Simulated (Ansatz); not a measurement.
# S: the cost of one run

Method: DFT PBE, scalar-relativistic, plane waves, PAW, in Ansatz 0.2.0.

## 1. The system as given

It takes space group P6_3/mmc (No. 194, hexagonal). The conventional cell has a = 3.488 Å, b = 3.488 Å, c = 11.250 Å, α = 90.00°, β = 90.00°, γ = 120.00°. S (site symmetry -3m) has 12 S at 3.46 to 3.49 Å as nearest neighbours. Around S (site symmetry -6m2) lie 12 S at 3.46 to 3.49 Å.

As a file:

```
CELL_PARAMETERS angstrom
3.48824 0.00000 0.00000
-1.74412 3.02090 0.00000
0.00000 0.00000 11.25025
ATOMIC_POSITIONS crystal
S 0.00000 0.00000 0.00000
S 0.00000 0.00000 0.50000
S 0.33333 0.66667 0.75000
S 0.66667 0.33333 0.25000
```

This is candidate A: dhcp type (P6_3/mmc, No. 194).

(A quick probe on a coarse mesh, which set the mesh and smearing, is not shown.)

## 3. A loose first relaxation (candidate A)

The input, input.yaml:

```yaml
crystal:
  lattice:
    - [3.4882364643, 0.0, 0.0]
    - [-1.7441182321, 3.0209013925, 0.0]
    - [0.0, 0.0, 11.2502510806]
  atoms:
    - { symbol: S, position: [0.0, 0.0, 0.0] }
    - { symbol: S, position: [0.0, 0.0, 0.5] }
    - { symbol: S, position: [0.3333333333, 0.6666666667, 0.75] }
    - { symbol: S, position: [0.6666666667, 0.3333333333, 0.25] }
basis:
  ecutwfc: 420
kpoints:
  mp_grid: { grid: [6, 6, 2] }
hamiltonian:
  xc: pbe
scf:
  occupations: { method: gaussian, width: 0.1 }
  lower_state_search: "off"
output:
  forces: true
  stress: true
  eigenvalues: true
relax:
  adjacent_minimum: "off"
  f_tol: 0.04
  max_steps: 70
  cell: { stress_tol: 0.4 }
```

What time and memory should one allow on 1 thread of an x86-64 CPU, shared host?

About 14 s, with a peak of 0.39 GiB.
